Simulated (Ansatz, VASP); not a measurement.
## One calculation of BaS, two programs

The input INCAR:

```
PREC     = Accurate       # precision mode
ENCUT    = 600            # plane-wave cutoff, eV
EDIFF    = 1E-6           # SCF threshold, eV
ISMEAR   = 0              # smearing method
SIGMA    = 0.02           # smearing width, eV
LREAL    = False          # projectors in reciprocal space
LASPH    = True           # aspherical terms in the spheres
NELM     = 100            # most SCF steps
ALGO     = Normal         # electronic algorithm
ISIF     = 3              # what is computed and relaxed
LWAVE    = False          # write WAVECAR
LCHARG   = False          # write CHGCAR
GGA      = PE             # functional
IBRION   = 2              # ionic algorithm
NSW      = 100            # ionic steps
EDIFFG   = -0.005         # ionic threshold
```

Contents of KPOINTS:

```
Automatic mesh
0
Gamma
  8 8 8
```

POSCAR

```
BaS
1.0
    0.0000000000      3.1937500000      3.1937500000
    3.1937500000      0.0000000000      3.1937500000
    3.1937500000      3.1937500000      0.0000000000
Ba S
1 1
Direct
    0.0000000000      0.0000000000      0.0000000000
    0.5000000000      0.5000000000      0.5000000000
```

Input for Ansatz:

```yaml
crystal:
  lattice:
    - [0.0, 3.19375, 3.19375]
    - [3.19375, 0.0, 3.19375]
    - [3.19375, 3.19375, 0.0]
  atoms:
    - { symbol: Ba, position: [0.0, 0.0, 0.0] }
    - { symbol: S, position: [0.5, 0.5, 0.5] }
basis:
  ecutwfc: 420
kpoints:
  mp_grid: { grid: [8, 8, 8] }
hamiltonian:
  xc: pbe
scf:
  occupations: { method: gaussian, width: 0.02 }
output:
  forces: true
  stress: true
  eigenvalues: true
  write_density: true
  write_potential: true
  elf: true
  volumetric_format: npy
relax:
  adjacent_minimum: "off"
  f_tol: 0.005
  max_steps: 80
  cell: { stress_tol: 0.05 }
```

Alike in both runs: task relaxation of cell and atoms; functional PBE; k mesh 8 × 8 × 8; occupations gaussian, width 0.02 eV; no spin polarisation.

|  | VASP | Ansatz |
| --- | --- | --- |
| version | VASP 6.6.1 | Ansatz 0.2.0 |
| potentials or method | VASP PAW PBE potentials, release 64 (Ba_sv, S) | scalar-relativistic, plane waves, PAW |
| plane-wave cutoff (eV) | 600 | 420 |
| valence electrons in the cell | 16 | 16 |

```tsv
	VASP	Ansatz	Ansatz less VASP
gap on the k mesh at the Fermi level, each at its own relaxed structure (eV)	2.16	2.23	+0.075
relaxed volume (Å³/atom)	33.65	33.21	-0.435
relaxed cell length with the largest relative difference (Å)	4.566	4.546	-0.0197
energy change over the relaxation (meV/atom)	-5	-2	+3.1
```

Caveats: spin-orbit coupling is left out, which moves the levels of the heavy elements. A hybrid or GW would open this gap; PBE tends to underestimate it. PBE usually gives volumes a little too large and moduli too small.
